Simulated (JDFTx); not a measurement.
Crystal: O.

```xyz
2
Lattice="0.0000 1.8899 3.8988 1.5018 0.0000 3.8988 1.5018 1.8899 0.0000" Properties=species:S:1:pos:R:3 pbc="T T T"
O     1.5018    1.8899    4.5141
O     1.5018    1.8899    3.2836
```

```yaml
Program: JDFTx 1.7.0 (patched build)
Task: single point
Functional: PBE
Potentials_or_basis: PseudoDojo-SR-PBE-0.5-standard
Cutoff: 1143 eV
Density_cutoff: 9143 eV
k_mesh: 12 × 12 × 12
Occupations: fermi-dirac, width 0.05 eV
Spin: no spin polarisation
```

On this cell: pressure -2.8 GPa; largest force 1.394 eV/Å; band gap on the k mesh none (metal or under the smearing width).

The same run follows on a disturbed copy (atoms moved at random, drawn with an rms of 0.05 Å):

```
O
1.0
     0.00000    1.88989    3.89884
     1.50177    0.00000    3.89884
     1.50177    1.88989    0.00000
O
2
Direct
  0.58907 0.58037 0.39237
  0.43132 0.40333 0.58242
```

What does the disturbed cell give?

The energy (extrapolated to zero smearing) moves by +132.8 meV/atom; pressure -13.5 GPa; largest force 4.930 eV/Å; band gap on the k mesh none (metal or under the smearing width).

Forces in eV/Å, atoms in the order of the input:
```
O    0.155  0.583 -4.893
O   -0.155 -0.583  4.893
```

Stress tensor (GPa, compression positive):
```
  3.01   0.00   1.44
  0.00   0.04   5.47
  1.44   5.47 -43.64
```

Caveats: spin is off for a triplet molecule; forces of over 1 eV/Å show positions far from the minimum, so gaps and moduli don't describe the material at rest (some runs).
